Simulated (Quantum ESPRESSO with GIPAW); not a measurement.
# MgO: how strain moves the 25Mg line

GIPAW runs (PBEsol, plane-wave PAW from pslibrary 1.0.0 recipes, cutoffs 65 and 390 Ry, one 7×7×6 mesh for all shielding runs; Quantum ESPRESSO with GIPAW, a patched development version; no spin-orbit coupling, no macroscopic shape term) on MgO, space group P6_3/mmc before straining. The cell below is strained equally along all axes, and the atoms keep their fractional coordinates.

```
CELL_PARAMETERS angstrom
3.48638 0.00000 0.00000
-1.74319 3.01929 0.00000
0.00000 0.00000 4.17804
ATOMIC_POSITIONS crystal
Mg 0.33333 0.66667 0.25000
Mg 0.66667 0.33333 0.75000
O 0.33333 0.66667 0.75000
O 0.66667 0.33333 0.25000
```

The cell is a computed entry of the Materials Project; it need not be the form that is stable at ambient conditions.

The bonds are those of Mg (atom 1; MgO5). One row is withheld.

| strain (%) | mean bond (Å) | σ_iso Mg (ppm) | σ_iso O (ppm) | span Mg (ppm) |
| --- | --- | --- | --- | --- |
| -2 | 2.0025 | 502.47 | 182.75 | 39.3 |
| -1.5 | 2.0127 | 504.47 | 183.21 | 38.3 |
| -1 | 2.0229 | 506.42 | 183.63 | 37.3 |
| 0 | 2.0433 | 510.23 | 184.34 | 35.3 |
| +0.5 | 2.0535 | 512.07 | 184.63 | 34.3 |
| +1 | 2.0638 | ? | ? | ? |
| +2 | 2.0842 | 517.40 | 185.22 | 31.6 |

**Task.** Fit σ_iso of Mg against strain, judge whether a straight line is enough, and predict the withheld row at +1 %.

1. With n = 6: Σx = -2.000, Σy = 3053.06, Σx² = 11.5000, Σxy = -977.230.

2. Slope b = (nΣxy − ΣxΣy)/(nΣx² − (Σx)²) = 3.73 ppm per %, intercept a = (Σy − bΣx)/n = 510.09 ppm.

3. Residuals (run less line), in the order of the table: -0.15, -0.02, +0.07, +0.14, +0.11, -0.16 ppm. They bend in one sense; the largest is 1.1 % of the range of σ, so a line serves for most purposes and a parabola takes up the rest: σ = 510.23 + 3.732 x − 0.073 x², with residuals of 0.01 ppm or less.

4. At +1 % (inside the fitted range) the line gives 513.82 ppm and the parabola 513.89 ppm.

5. The run gives:

| strain (%) | mean bond (Å) | σ_iso Mg (ppm) | σ_iso O (ppm) | span Mg (ppm) |
| --- | --- | --- | --- | --- |
| +1 | 2.0638 | 513.88 | 184.87 | 33.4 |

Prediction less run: the line misses by -0.06 ppm, the parabola by +0.01 ppm. By the parabola, a strain of +1 % changes σ of Mg by +3.66 ppm and one of −1 % by -3.80 ppm; the mean slope is +3.73 ppm per %, or 1.8 ppm for 0.01 Å of mean bond length. The shift moves the opposite way, scaled by the slope of a reference line. Over the table σ of O goes from 182.75 to 185.22 ppm. Zero strain is the database's lattice, not this functional's rest cell, and neither cutoff nor mesh was tested for the slopes. The omitted shape term, common to all sites, changes with strain too. This build of gipaw.x prints that it is not audited and that its numbers are no references by themselves. 25Mg is quadrupolar, so a real line also moves with the field gradient, which is not computed here.

[Banner, clock, file and message-heading lines were taken out of the pw.x and gipaw.x logs.]

[Logs are printed without paths, hosts, clocks, repeated set-up lines and the standing remarks that a program may print on its own settings, such as how far it seeks lower states.]

[Hosts, paths, dates, database ids (printed as entryN), source tags and the programs' standing remarks are cut or masked in the printed files.]
